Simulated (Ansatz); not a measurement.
System: PbSe (rock salt type), 2 atoms in the cell.

```
Pb Se
1.0
     0.00000    3.10500    3.10500
     3.10500    0.00000    3.10500
     3.10500    3.10500    0.00000
Pb Se
1 1
Direct
  0.00000 0.00000 0.00000
  0.50000 0.50000 0.50000
```

These are results of Ansatz, HSE06, plane waves, all-electron PAW datasets generated for the crystal, point nucleus, not measurements.

Cutoff 270 eV; exchange singularity: regularized; k-mesh 6×6×6 Γ-centred; Fermi–Dirac smearing of 0.02 eV; no spin polarisation; no spin–orbit coupling.

(1) How large is the gap on this mesh, is it direct, and where do the band edges lie (fractions of the reciprocal vectors of this cell)?

(2) List the levels near the gap at (0.000, 0.000, 0.000), (0.000, 0.000, 0.333), (0.000, 0.000, -0.500), (0.000, 0.167, 0.167), (0.000, 0.167, -0.500), (0.000, 0.167, -0.167), in eV from the top of the valence band (v1 is the highest filled band, c1 the lowest empty one).

## Answers

(1) 0.85 eV, direct at (0.000, 0.000, -0.500).

(2) 
| k | v4 | v3 | v2 | v1 | c1 | c2 |
| --- | --- | --- | --- | --- | --- | --- |
| (0.000, 0.000, 0.000) | -6.69 | -1.95 | -1.95 | -1.95 | 5.41 | 5.41 |
| (0.000, 0.000, 0.333) | -8.67 | -1.69 | -1.69 | -0.61 | 1.85 | 2.88 |
| (0.000, 0.000, -0.500) | -9.33 | -1.56 | -1.56 | 0.00 | 0.85 | 2.29 |
| (0.000, 0.167, 0.167) | -7.42 | -2.34 | -2.34 | -0.88 | 2.61 | 5.27 |
| (0.000, 0.167, -0.500) | -9.03 | -2.85 | -2.19 | -1.39 | 2.37 | 3.35 |
| (0.000, 0.167, -0.167) | -8.07 | -2.80 | -1.48 | -0.59 | 2.12 | 2.97 |

A gap read on the mesh is an upper bound of this method's gap, since the mesh can miss a band edge. Spin–orbit coupling is left out; with heavy elements it can shift the gap and split levels by tenths of an eV.
